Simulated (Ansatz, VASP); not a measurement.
One calculation of BaTiO3, two programs

INCAR

```
SYSTEM = BaTiO3
PREC     = Accurate       ! precision mode
ENCUT    = 520            ! plane-wave cutoff, eV
EDIFF    = 1E-6           ! SCF threshold, eV
ISMEAR   = -1             ! smearing method
SIGMA    = 0.05           ! smearing width, eV
LREAL    = .FALSE.        ! projectors in reciprocal space
LASPH    = .TRUE.         ! aspherical terms in the spheres
NELM     = 60             ! most SCF steps
ALGO     = Normal         ! electronic algorithm
ISIF     = 2              ! what is computed and relaxed
LWAVE    = .FALSE.        ! write WAVECAR
LCHARG   = .FALSE.        ! write CHGCAR
LMAXMIX  = 4              ! l up to which the mixer works
GGA      = RE             ! functional
NBANDS   = 28             ! bands
```

The input KPOINTS:

```
regular mesh
0
G
  7 7 7
  0 0 0
```

File POSCAR:

```
BaTiO3
1.0
    3.9998000000      0.0000000000      0.0000000000
    0.0000000000      3.9998000000      0.0000000000
    0.0000000000      0.0000000000      4.0180000000
Ba Ti O
1 1 3
Direct
    0.0000000000      0.0000000000      0.0000000000
    0.5000000000      0.5000000000      0.4900000000
    0.0000000000      0.5000000000      0.5170000000
    0.5000000000      0.0000000000      0.5170000000
    0.5000000000      0.5000000000      0.0190000000
```

File KPOINTS_OPT:

```
path GXMGZRAZ,XR,MA
15
line-mode
reciprocal
 0.0000000000  0.0000000000  0.0000000000  G
 0.0000000000  0.5000000000  0.0000000000  X

 0.0000000000  0.5000000000  0.0000000000  X
 0.5000000000  0.5000000000  0.0000000000  M

 0.5000000000  0.5000000000  0.0000000000  M
 0.0000000000  0.0000000000  0.0000000000  G

 0.0000000000  0.0000000000  0.0000000000  G
 0.0000000000  0.0000000000  0.5000000000  Z

 0.0000000000  0.0000000000  0.5000000000  Z
 0.0000000000  0.5000000000  0.5000000000  R

 0.0000000000  0.5000000000  0.5000000000  R
 0.5000000000  0.5000000000  0.5000000000  A

 0.5000000000  0.5000000000  0.5000000000  A
 0.0000000000  0.0000000000  0.5000000000  Z

 0.0000000000  0.5000000000  0.0000000000  X
 0.0000000000  0.5000000000  0.5000000000  R

 0.5000000000  0.5000000000  0.0000000000  M
 0.5000000000  0.5000000000  0.5000000000  A
```

The input input.yaml:

```yaml
crystal:
  lattice:
    - [3.9998, 0.0, 0.0]
    - [0.0, 3.9998, 0.0]
    - [0.0, 0.0, 4.018]
  atoms:
    - { symbol: Ba, position: [0.0, 0.0, 0.0] }
    - { symbol: Ti, position: [0.5, 0.5, 0.49] }
    - { symbol: O, position: [0.0, 0.5, 0.517] }
    - { symbol: O, position: [0.5, 0.0, 0.517] }
    - { symbol: O, position: [0.5, 0.5, 0.019] }
hamiltonian:
  xc: revpbe
  pseudopotentials: { kind: paw }
kpoints:
  mp_grid: { grid: [7, 7, 7] }
  band_path:
    path:
      - [[0.0, 0.0, 0.0], [0.0, 0.5, 0.0], [0.5, 0.5, 0.0], [0.0, 0.0, 0.0], [0.0, 0.0, 0.5], [0.0, 0.5, 0.5], [0.5, 0.5, 0.5], [0.0, 0.0, 0.5]]
      - [[0.0, 0.5, 0.0], [0.0, 0.5, 0.5]]
      - [[0.5, 0.5, 0.0], [0.5, 0.5, 0.5]]
    npoints: 14
scf:
  occupations: { method: fermi_dirac, width: 0.05 }
  n_extra_bands: 12
output:
  forces: true
  stress: true
  eigenvalues: true
  fatbands: true
  write_density: true
  write_potential: true
  elf: true
  volumetric_format: npy
```

Alike in both runs: task band structure; functional revPBE; k mesh 7 × 7 × 7; occupations fermi-dirac, width 0.05 eV; no spin polarisation.

```csv
,VASP,Ansatz
version,VASP 6.6.1,Ansatz 0.2.0
potentials or method,"VASP PAW PBE potentials, release 64 (Ba_sv, Ti_sv, O)",Ansatz PAW
plane-wave cutoff (eV),520,420
valence electrons in the cell,40,40
```

```csv
,VASP,Ansatz,Ansatz less VASP
gap on the k mesh at the Fermi level (eV),1.89,1.96,+0.063
least direct gap on the mesh (eV),2.09,2.11,+0.026
gap along the band path (eV),1.80,1.86,+0.065
pressure (GPa),7.3,5.5,-1.76
largest component of the traceless stress (GPa),0.61,0.58,-0.024
rms of the force components (eV/Å),0.090,0.094,+0.0035
```

Atom by atom the forces differ by 0.014 eV/Å (rms over components).

Caveats: spin-orbit coupling is left out, which moves the levels of the heavy elements; the PAW data sets were made with another functional, which shifts forces and pressure a little (VASP); the mesh misses the band edges, which the band path finds closer together (VASP); the k mesh misses the band edges, so the gap on the mesh is wider than the one along the path (Ansatz); the pressure holds a Pulay correction of +0.5 GPa for the finite cutoff (Ansatz); the PAW data sets come from PBE, with cores solved anew for the run's functional, which leaves a small shift of forces and pressure (Ansatz). A hybrid or GW would open this gap; revPBE tends to underestimate it.
